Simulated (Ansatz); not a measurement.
## Structure relaxation of Ge

These are results of Ansatz 0.2.0, DFT PBE, scalar-relativistic, plane waves, PAW, not measurements. Cutoff 420 eV, Γ-centred k mesh, Gaussian smearing, no spin polarisation in the final step.

The start puts Ge on the simple hexagonal structure type (P6/mmm, No. 191), at a guessed volume.

```xyz
1
Lattice="3.0614 0.0000 0.0000 -1.5307 2.6513 0.0000 0.0000 0.0000 2.8605" Properties=species:S:1:pos:R:3 pbc="T T T"
Ge    0.0000    0.0000    0.0000
```

Steps on the 6×6×6 mesh (1 atom). 6 of 6 steps are shown, and the free energy counts from the last. Trial steps that were taken back and renewals of the plane-wave basis can be among the rows.

| step | ΔF (meV/atom) | V (Å³/atom) | P (GPa) |
| --- | --- | --- | --- |
| 1 | 133.9 | 23.22 | -8.06 |
| 2 | 14.5 | 20.85 | -3.54 |
| 3 | 5.0 | 19.26 | 1.97 |
| 4 | -0.5 | 19.71 | -0.06 |
| 5 | -0.7 | 19.72 | -0.03 |
| 6 | 0.0 | 19.72 | -0.02 |

Steps on the 9×9×6 mesh (1 atom). 4 of 5 steps are shown, and the free energy counts from the last.

```csv
step,ΔF (meV/atom),V (Å³/atom),P (GPa)
1,24.3,19.72,-1.34
2,0.3,19.15,-0.41
3,0.0,18.98,0.34
5,0.0,19.07,0.00
```

A final relaxation ran on a 24×24×20 mesh. The relaxed crystal, P6/mmm (No. 191):

```
Ge
1.0
     2.87886    0.00000    0.00000
    -1.43943    2.49317    0.00000
     0.00000    0.00000    2.69339
Ge
1
Cartesian
  0.0000 0.0000 0.0000
```

```yaml
Volume_per_atom: 19.33 Å³
Density: 6.24 g/cm³
Energy_over_the_standard_structure: 0.24 eV/atom
Gap_on_the_24×24×20_mesh: 0 eV (a metal)
```

Energies count from the standard state of Ge at the same level.

The final run used a 24×24×20 mesh on its 1-atom cell and 0.10 eV smearing. The k mesh leaves about 4 meV/atom of noise in metals.

A structure relaxed within its symmetry needn't be a true minimum.